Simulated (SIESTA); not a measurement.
Al2Au:

```
CELL_PARAMETERS angstrom
0.00000 3.00000 3.00000
3.00000 0.00000 3.00000
3.00000 3.00000 0.00000
ATOMIC_POSITIONS crystal
Au 0.00000 0.00000 0.00000
Al 0.75000 0.75000 0.75000
Al 0.25000 0.25000 0.25000
```

Program: SIESTA 5.4.2. Alike in all runs: task single point; level PBE; no spin polarisation; cell as given; k mesh 8 × 8 × 8; smearing fermi-dirac 0.05 eV; grid cutoff 800 Ry; energy shift 0.003 Ry. Hardware: 1 thread of AMD EPYC 7R43 64-Core Processor (Zen 3) (shared host).

**Question.** Order these runs on this cell by their wall time, lowest first.
A. potentials or basis PseudoDojo 0.4 standard (PBE files), TZDP (energy shift 0.003 Ry; two zetas on semicore shells)
B. potentials or basis PseudoDojo 0.4 standard (PBE files), SZP (energy shift 0.003 Ry)
C. potentials or basis PseudoDojo 0.4 standard (PBE files), SZ (energy shift 0.003 Ry)

**Answer.** C (29 s), B (100 s), A (330 s).

Caveats: the basis has no polarisation orbitals (some runs).
